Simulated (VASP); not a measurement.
# Ge (Fd-3m) in VASP: band structure with HF

Aim: the band structure of Ge with HF.

Everything below comes from runs of VASP 6.6.1. Logs are shortened: lines on timing, memory, paths and dates and some standing lists are left out, and cuts for length are marked.

**Experimental background.**

“Temperature-dependent photoluminescence in Ge: experiment and theory”, 2020, arxiv:2003.00143 reports, for a bulk crystal of Ge at 0 K: band gap 0.744 eV (indirect).

The runs below are set against these values where they give the same quantity.

## 1. The structure

Symmetry: Fd-3m, No. 227, cubic system. The conventional cell has a = 5.673 Å, b = 5.673 Å, c = 5.673 Å, α = 90.00°, β = 90.00°, γ = 90.00°. Ge (site symmetry -43m) is surrounded by 4 Ge at 2.46 Å.

## 2. Band structure, HF

The input, POSCAR:

```
Ge                                      
1.0
   -0.0000000000      2.8367083402      2.8367083402
    2.8367083402      0.0000000000      2.8367083402
    2.8367083402      2.8367083402     -0.0000000000
  Ge            
     2
Direct
     0.0000000000000000    0.0000000000000000    0.0000000000000000
     0.2500000000000000    0.2500000000000000    0.2500000000000000
```

The input, INCAR.step1:

```
SYSTEM = Ge
PREC = Accurate ; ENCUT = 520
EDIFF = 1E-5 ; ISMEAR = 0
SIGMA = 0.02 ; LREAL = .False.
LASPH = .True. ; NELM = 80
ALGO = Normal ; ISIF = 2
LWAVE = .True. ; LCHARG = .False.
NBANDS = 21 ; KPAR = 4
GGA = PE
```

The input, INCAR.step2:

```
SYSTEM = Ge
PREC = Accurate ; ENCUT = 520
EDIFF = 1E-7 ; ISMEAR = 0
SIGMA = 0.02 ; LREAL = .False.
LASPH = .True. ; NELM = 80
ALGO = Normal ; ISIF = 2
LWAVE = .False. ; LCHARG = .False.
GGA = PE ; LHFCALC = .True.
AEXX = 1.0 ; ALDAC = 0.0
AGGAC = 0.0 ; PRECFOCK = Fast
HFRCUT = -1 ; NBANDS = 21
KPAR = 4 ; ISTART = 1
```

The input, KPOINTS:

```
Automatic mesh
0
Gamma
  6 6 6
  0 0 0
```

The input, KPOINTS_OPT:

```
path GXWKGLUWLK,UX
10
line-mode
reciprocal
 0.0000000000  0.0000000000  0.0000000000  G
 0.5000000000  0.0000000000  0.5000000000  X

 0.5000000000  0.0000000000  0.5000000000  X
 0.5000000000  0.2500000000  0.7500000000  W

 0.5000000000  0.2500000000  0.7500000000  W
 0.3750000000  0.3750000000  0.7500000000  K

 0.3750000000  0.3750000000  0.7500000000  K
 0.0000000000  0.0000000000  0.0000000000  G

 0.0000000000  0.0000000000  0.0000000000  G
 0.5000000000  0.5000000000  0.5000000000  L

 0.5000000000  0.5000000000  0.5000000000  L
 0.6250000000  0.2500000000  0.6250000000  U

 0.6250000000  0.2500000000  0.6250000000  U
 0.5000000000  0.2500000000  0.7500000000  W

 0.5000000000  0.2500000000  0.7500000000  W
 0.5000000000  0.5000000000  0.5000000000  L

 0.5000000000  0.5000000000  0.5000000000  L
 0.3750000000  0.3750000000  0.7500000000  K

 0.6250000000  0.2500000000  0.6250000000  U
 0.5000000000  0.0000000000  0.5000000000  X
```

Potentials or basis: VASP PAW PBE potentials, release 64 (Ge_d).

Command:

```console
cat potpaw_PBE.64/Ge_d/POTCAR > POTCAR
cp INCAR.step1 INCAR
mpirun -np 4 vasp_std > vasp.out
cp INCAR.step2 INCAR
mpirun -np 4 vasp_std > vasp.out
```

OUTCAR:

```text
SYSTEM = Ge
   PREC = Accurate
   ENCUT = 520
   EDIFF = 1E-7
   ISMEAR = 0
   LREAL = .False.
   LASPH = .True.
   NELM = 80
   ISIF = 2
   GGA = PE
   LHFCALC = .True.
   AEXX = 1.0
   PRECFOCK = Fast
   ISTART = 1

 ion  position               nearest neighbor table
   1  0.000  0.000  0.000-   2 2.46   2 2.46   2 2.46   2 2.46
   2  0.250  0.250  0.250-   1 2.46   1 2.46   1 2.46   1 2.46

  LATTYP: Found a face centered cubic cell.
 ALAT       =     5.6734166804

  Lattice vectors:

 A1 = (   0.0000000000,   2.8367083402,   2.8367083402)
 A2 = (   2.8367083402,   0.0000000000,   2.8367083402)
 A3 = (   2.8367083402,   2.8367083402,   0.0000000000)

Analysis of symmetry for initial positions (statically):
=====================================================================
 Subroutine PRICEL returns:
 Original cell was already a primitive cell.

 Routine SETGRP: Setting up the symmetry group for a
 face centered cubic supercell.

 Subroutine GETGRP returns: Found 48 space group operations
 (whereof 24 operations were pure point group operations)
 out of a pool of 48 trial point group operations.

The static configuration has the point symmetry T_d .
 The point group associated with its full space group is O_h .

Analysis of symmetry for dynamics (positions and initial velocities):
=====================================================================
 Subroutine PRICEL returns:
 Original cell was already a primitive cell.

 Routine SETGRP: Setting up the symmetry group for a
 face centered cubic supercell.

 Subroutine GETGRP returns: Found 48 space group operations
 (whereof 24 operations were pure point group operations)
 out of a pool of 48 trial point group operations.

The dynamic configuration has the point symmetry T_d .
 The point group associated with its full space group is O_h .

 Subroutine INISYM returns: Found 48 space group operations
 (whereof 24 operations are pure point group operations),
 and found     1 'primitive' translations

----------------------------------------------------------------------------------------

                                     Primitive cell

  volume of cell :      45.6535

  direct lattice vectors                    reciprocal lattice vectors
     0.000000000  2.836708340  2.836708340    -0.176260630  0.176260630  0.176260630
     2.836708340  0.000000000  2.836708340     0.176260630 -0.176260630  0.176260630
     2.836708340  2.836708340  0.000000000     0.176260630  0.176260630 -0.176260630

  length of vectors
     4.011711407  4.011711407  4.011711407     0.305292367  0.305292367  0.305292367

  position of ions in fractional coordinates (direct lattice)
     0.000000000  0.000000000  0.000000000
     0.250000000  0.250000000  0.250000000

  ion indices of the primitive-cell ions
   primitive index   ion index
                 1           1
                 2           2

----------------------------------------------------------------------------------------

 KPOINTS: Automatic mesh

Automatic generation of k-mesh.
 Grid dimensions read from file:
 generate k-points for:    6    6    6

 Generating k-lattice:

  Cartesian coordinates                     Fractional coordinates (reciprocal lattice)
    -0.029376772  0.029376772  0.029376772     0.166666667  0.000000000  0.000000000
     0.029376772 -0.029376772  0.029376772     0.000000000  0.166666667  0.000000000
     0.029376772  0.029376772 -0.029376772     0.000000000  0.000000000  0.166666667

  Length of vectors
     0.050882061  0.050882061  0.050882061

  Shift w.r.t. Gamma in fractional coordinates (k-lattice)
     0.000000000  0.000000000  0.000000000

 Subroutine IBZKPT returns following result:
 ===========================================

 Found     16 irreducible k-points:

 Following reciprocal coordinates:
            Coordinates               Weight
  0.000000  0.000000  0.000000      1.000000
  0.166667  0.000000  0.000000      8.000000
  0.333333  0.000000  0.000000      8.000000
  0.500000  0.000000  0.000000      4.000000
  0.166667  0.166667  0.000000      6.000000
  0.333333  0.166667  0.000000     24.000000
[... 8 lines left out ...]
 -0.333333  0.333333  0.166667     24.000000
 -0.333333  0.500000  0.166667     12.000000
   k-points           NKPTS =     16   k-points in BZ     NKDIM =    216   number of bands    NBANDS=     21
   number of dos      NEDOS =    301   number of ions     NIONS =      2
   total plane-waves  NPLWV =  27000
   dimension x,y,z NGX =    30 NGY =   30 NGZ =   30
   dimension x,y,z NGXF=    60 NGYF=   60 NGZF=   60
   ions per type =               2
   NGX,Y,Z   is equivalent  to a cutoff of  12.43, 12.43, 12.43 a.u.
   NGXF,Y,Z  is equivalent  to a cutoff of  24.86, 24.86, 24.86 a.u.
 SYSTEM =  Ge
   PREC   = accura    normal or accurate (medium, high low for compatibility)
   ISTART =      1    job   : 0-new  1-cont  2-samecut
   ICHARG =      0    charge: 1-file 2-atom 10-const
   ISPIN  =      1    spin polarized calculation?
   LNONCOLLINEAR =      F non collinear calculations
   LSORBIT =      F    spin-orbit coupling
   LASPH  =      T    aspherical Exc in radial PAW
   ENCUT  =  520.0 eV  38.22 Ry    6.18 a.u.   7.46  7.46  7.46*2*pi/ulx,y,z
   NELM   =     80;   NELMIN=  2; NELMDL=  0     # of ELM steps
   EDIFF  = 0.1E-06   stopping-criterion for ELM
   LREAL  =      F    real-space projection
   EDIFFG = 0.1E-05   stopping-criterion for IOM
   NSW    =      0    number of steps for IOM
   IBRION =     -1    ionic relax: 0-MD 1-quasi-New 2-CG
   NFREE  =      0    steps in history (QN), initial steepest desc. (CG)
   ISIF   =      2    stress and relaxation
   ISYM   =      3    0-nonsym 1-usesym 2-fastsym
   POTIM  = 0.5000    time-step for ionic-motion
   TEBEG  =    0.0;   TEEND  =   0.0 temperature during run
   PSTRESS=    0.0 pullay stress
   NELECT =      28.0000    total number of electrons
   NUPDOWN=      -1.0000    fix difference up-down
   EMIN   =  10.00;   EMAX   =-10.00  energy-range for DOS
   EFERMI =   0.00;   METHOD = LEGACY
   ISMEAR =     0;   SIGMA  =   0.02  broadening in eV -4-tet -1-fermi 0-gaus
   EFERMI_NEDOS =   21; number of points for ismear=-14 and -15
   IALGO  =     38    algorithm
   IMIX   =      1    mixing-type and parameters
     AMIX     =   0.40;   BMIX     =  1.00
     AMIX_MAG =   1.60;   BMIX_MAG =  1.00
  volume/ion in A,a.u.               =      22.83       154.04
  Fermi-wavevector in a.u.,A,eV,Ry     =   1.390922  2.628462 26.322708  1.934664
  Thomas-Fermi vector in A             =   2.514811
   LORBIT       =      0    0 simple, 1 ext, 2 COOP (PROOUT), +10 PAW based schemes
   GGA     = PE    functional components
   LHFCALC =     T    Hartree Fock is set to
   PRECFOCK=fast      Normal, Fast or Accurate (Low or Medium for compatibility)
   ENCUT4O =  -1.0   cutoff for four orbital integrals eV
   NKREDX  =     1    reduce k-point grid by
   NKREDY  =     1    reduce k-point grid by
   NKREDZ  =     1    reduce k-point grid by
   AEXX    =    1.0000 exact exchange contribution
   HFSCREEN=    0.0000 screening length (either q_TF or 0.3 A-1)
   HFSCREENC=   0.0000 screening length for correlation (either q_TF or 0.3 A-1)
   ENCUTFOCK=  -1.0 apply spherical cutoff to Coloumb kernel
   IVDW    =     0    specifies the selected vdW correction
   LEPSILON=     F    determine dielectric tensor
   LRPA    =     F    only Hartree local field effects (RPA)
 non-spin polarized calculation
 Gauss-broadening in eV      SIGMA  =   0.02
  energy-cutoff  :      520.00
  volume of cell :       45.65
 maximum number of plane-waves:      1247
 NGX is ok and might be reduce to    30
  NGX = 18; NGY = 18; NGZ = 18

 number of electron      28.0000015 magnetization

 Free energy of the ion-electron system (eV)
  ---------------------------------------------------
  ext. energy  EPLUGINS =         0.00000000
  ---------------------------------------------------
  free energy    TOTEN  =       -17.55464369 eV

  energy without entropy =      -17.55464369  energy(sigma->0) =      -17.55464369

 E-fermi :   3.5125     XC(G=0):   0.0000

 val. band max:        3.4264276025   @ k =   0.0000   0.0000   0.0000
 cond. band min:       9.3922687590   @ k =   0.5000   0.0000   0.0000
 fundamental gap:      5.9658411564
 Fermi energy:         3.5124858335

 k-point     1 :       0.0000    0.0000    0.0000
  band No.  band energies     occupation
      1     -33.8224      2.00000
      2     -33.8224      2.00000
      3     -33.8224      2.00000
      4     -33.7801      2.00000
      5     -33.7801      2.00000
      6     -33.5842      2.00000
[... 13 lines left out ...]
     20      19.7030      0.00000
     21      19.7030      0.00000

 k-point     2 :       0.1667    0.0000    0.0000
  band No.  band energies     occupation
      1     -33.8347      2.00000
      2     -33.8347      2.00000
      3     -33.8192      2.00000
      4     -33.7627      2.00000
      5     -33.7627      2.00000
      6     -33.5927      2.00000
[... 13 lines left out ...]
     20      18.3248      0.00000
     21      18.3248      0.00000

 k-point     3 :       0.3333    0.0000    0.0000
  band No.  band energies     occupation
      1     -33.8464      2.00000
      2     -33.8464      2.00000
      3     -33.8120      2.00000
      4     -33.7433      2.00000
      5     -33.7433      2.00000
      6     -33.6000      2.00000
[... 13 lines left out ...]
     20      19.2513      0.00000
     21      19.2513      0.00000
[... 265 lines left out ...]
 k-point    15 :      -0.3333    0.3333    0.1667
  band No.  band energies     occupation
      1     -33.8749      2.00000
      2     -33.8645      2.00000
      3     -33.7629      2.00000
      4     -33.7053      2.00000
      5     -33.6832      2.00000
      6     -33.6807      2.00000
[... 13 lines left out ...]
     20      22.8859      0.00000
     21      22.9171      0.00000

 k-point    16 :      -0.3333    0.5000    0.1667
  band No.  band energies     occupation
      1     -33.8706      2.00000
      2     -33.8706      2.00000
      3     -33.7413      2.00000
      4     -33.7413      2.00000
      5     -33.6681      2.00000
      6     -33.6681      2.00000
[... 13 lines left out ...]
     20      22.3714      0.00000
     21      24.2243      0.00000

------------------------ aborting loop because EDIFF is reached ----------------------------------------

  FORCE on cell =-STRESS in cart. coord.  units (eV):
  Direction    XX          YY          ZZ          XY          YZ          ZX
  --------------------------------------------------------------------------------------
  -------------------------------------------------------------------------------------
  Total        0.8018774      0.8018774      0.8018774      0.0000000      0.0000000      0.0000000
  in kB       28.1413214     28.1413214     28.1413214      0.0000000      0.0000000      0.0000000
  external PRESSURE =      28.1413214 kB  Pullay stress =       0.0000000 kB

 VOLUME and BASIS-vectors are now :
 -----------------------------------------------------------------------------
  energy-cutoff  :      520.00
  volume of cell :       45.65
      direct lattice vectors                 reciprocal lattice vectors
     0.000000000  2.836708340  2.836708340    -0.176260630  0.176260630  0.176260630
     2.836708340  0.000000000  2.836708340     0.176260630 -0.176260630  0.176260630
     2.836708340  2.836708340  0.000000000     0.176260630  0.176260630 -0.176260630

 POSITION                                       TOTAL-FORCE (eV/Angst)
 -----------------------------------------------------------------------------------
      0.00000      0.00000      0.00000         0.000000      0.000000      0.000000
      1.41835      1.41835      1.41835        -0.000000     -0.000000     -0.000000
 -----------------------------------------------------------------------------------
    total drift:                               -0.000001     -0.000000     -0.000000

  FREE ENERGIE OF THE ION-ELECTRON SYSTEM (eV)
  ---------------------------------------------------
  free  energy   TOTEN  =       -17.5546436883 eV

  energy  without entropy=      -17.5546436883  energy(sigma->0) =      -17.55464369
```

It took 47 min on 4 MPI ranks of Intel Xeon 6975P-C (Granite Rapids), shared host; peak memory 0.26 GiB.

What came out:

| Item | Value |
| --- | --- |
| Free energy | -17.5546 eV |
| Pressure | 2.8 GPa |
| Band gap on the k mesh | 5.97 eV, indirect (least direct gap 6.70 eV) |
| Band gap along the path | 5.86 eV, indirect (least direct gap 6.70 eV) |

Levels at the corners of the path, in eV from the valence-band top:
| point | band 10 | band 11 | band 12 | band 13 | band 14 | band 15 | band 16 | band 17 | band 18 | band 19 |
| --- | --- | --- | --- | --- | --- | --- | --- | --- | --- | --- |
| Γ | -36.98 | -17.82 | 0.00 | 0.00 | 0.00 | 6.70 | 8.41 | 8.41 | 8.41 | 12.97 |
| X | -36.96 | -12.17 | -12.17 | -4.17 | -4.17 | 6.11 | 6.11 | 17.81 | 17.82 | 19.77 |
| X | -36.96 | -12.17 | -12.17 | -4.17 | -4.17 | 6.11 | 6.11 | 17.81 | 17.81 | 19.77 |
| W | -36.94 | -12.01 | -12.01 | -5.19 | -5.19 | 10.70 | 10.70 | 11.15 | 11.15 | 18.98 |
| W | -36.94 | -12.01 | -12.01 | -5.19 | -5.19 | 10.70 | 10.70 | 11.15 | 11.15 | 18.98 |
| K | -36.94 | -12.86 | -11.31 | -5.78 | -3.53 | 6.67 | 10.36 | 14.79 | 14.83 | 15.17 |
| K | -36.94 | -12.86 | -11.31 | -5.78 | -3.53 | 6.67 | 10.36 | 14.79 | 14.83 | 15.17 |
| Γ | -36.98 | -17.82 | 0.00 | 0.00 | 0.00 | 6.70 | 8.41 | 8.41 | 8.41 | 12.97 |
| Γ | -36.98 | -17.82 | 0.00 | 0.00 | 0.00 | 6.70 | 8.41 | 8.41 | 8.41 | 12.97 |
| L | -36.97 | -14.79 | -10.37 | -1.87 | -1.87 | 5.97 | 9.80 | 9.80 | 13.61 | 17.90 |
| L | -36.97 | -14.79 | -10.37 | -1.87 | -1.87 | 5.97 | 9.80 | 9.80 | 13.61 | 17.92 |
| U | -36.94 | -12.86 | -11.31 | -5.78 | -3.53 | 6.67 | 10.36 | 14.79 | 14.83 | 15.17 |
| U | -36.94 | -12.86 | -11.31 | -5.78 | -3.53 | 6.67 | 10.36 | 14.79 | 14.83 | 15.17 |
| W | -36.94 | -12.01 | -12.01 | -5.19 | -5.19 | 10.70 | 10.70 | 11.15 | 11.15 | 18.98 |
| W | -36.94 | -12.01 | -12.01 | -5.19 | -5.19 | 10.70 | 10.70 | 11.15 | 11.15 | 18.98 |
| L | -36.97 | -14.79 | -10.37 | -1.87 | -1.87 | 5.97 | 9.80 | 9.80 | 13.61 | 17.89 |
| L | -36.97 | -14.79 | -10.37 | -1.87 | -1.87 | 5.97 | 9.80 | 9.80 | 13.61 | 17.90 |
| K | -36.94 | -12.86 | -11.31 | -5.78 | -3.53 | 6.67 | 10.36 | 14.79 | 14.83 | 15.17 |
| U | -36.94 | -12.86 | -11.31 | -5.78 | -3.53 | 6.67 | 10.36 | 14.79 | 14.83 | 15.17 |
| X | -36.96 | -12.17 | -12.17 | -4.17 | -4.17 | 6.11 | 6.11 | 17.81 | 17.81 | 19.78 |

Caveat: the PAW data sets were made with another functional, which shifts forces and pressure a little; the mesh misses the band edges, which the band path finds closer together.

## 3. Comparison with measurements

Step 2. Measured gap of Ge: 0.744 eV (indirect; 0 K; “Temperature-dependent photoluminescence in Ge: experiment and theory”, 2020, arxiv:2003.00143). This calculation gives 5.86 eV (+5.11 eV). So large a miss can be the level of theory's own, or it may mean another phase, state or a wrong row. 2 values of this kind are on record (0.666 to 0.744 eV); this one was drawn at random. Spin-orbit coupling on Ge is left out. The value is that of HF, without temperature or zero-point motion.
